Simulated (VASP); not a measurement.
Set up this calculation in VASP 6.6.1, as the native input.

```yaml
Task: band structure
Functional: r2SCAN
Potentials_or_basis: VASP PAW PBE potentials, release 64 (Zn, O)
Cutoff: 520 eV
k_mesh: 9 × 9 × 5
Occupations: gaussian, width 0.03 eV
Spin: no spin polarisation
Further_INCAR_settings: ALGO = Normal; EDIFF = 1e-06
```

The structure of ZnO (zincite) lies in POSCAR:

```
ZnO                                     
1.0
    3.2367608139      0.0000000000      0.0000000000
   -1.6183804069      2.8031170908      0.0000000000
    0.0000000000      0.0000000000      5.2238626343
  Zn              O             
     2     2
Direct
     0.3333333332999970    0.6666666667000030    0.4999835651137493
     0.6666666667000030    0.3333333332999970    0.9999835651137564
     0.6666666667000030    0.3333333332999970    0.3790264348862517
     0.3333333332999970    0.6666666667000030    0.8790264348862517
```

One way to write it, as run:

INCAR

```
SYSTEM = ZnO
ALGO = Normal ; EDIFF = 1E-6
ENCUT = 520 ; ISIF = 2
ISMEAR = 0 ; KPAR = 2
LASPH = .TRUE. ; LCHARG = .FALSE.
LMIXTAU = .TRUE. ; LREAL = .FALSE.
LWAVE = .FALSE. ; METAGGA = R2SCAN
NELM = 80 ; PREC = Accurate
SIGMA = 0.03
```

KPOINTS

```
k-points
0
G
  9 9 5
  0 0 0
```

KPOINTS_OPT

```
explicit points
213
Reciprocal
 0.0000000000  0.0000000000  0.0000000000 1
 0.0357142857  0.0000000000  0.0000000000 1
 0.0714285714  0.0000000000  0.0000000000 1
 0.1071428571  0.0000000000  0.0000000000 1
 0.1428571429  0.0000000000  0.0000000000 1
 0.1785714286  0.0000000000  0.0000000000 1
[... 205 lines left out ...]
 0.5000000000  0.0000000000  0.0289980000 1
 0.5000000000  0.0000000000 -0.0289980000 1
```

Potentials or basis: VASP PAW PBE potentials, release 64 (Zn, O).

Command:

```bash
$ cat potpaw_PBE.64/Zn/POTCAR potpaw_PBE.64/O/POTCAR > POTCAR
$ mpirun -np 2 vasp_std > vasp.out
```

It gave:

```
Pressure                : 0.4 GPa
Largest force           : 0.016 eV/Å
Band gap on the k mesh  : 1.23 eV, direct
Band gap along the path : 1.23 eV, direct
```

Caveat: the PAW data sets were made with another functional, which shifts forces and pressure a little.

It took 2.5 min on 2 MPI ranks on Intel(R) Xeon(R) Platinum 8375C CPU @ 2.90GHz (Ice Lake) (shared host), peak memory 0.2 GiB a rank.
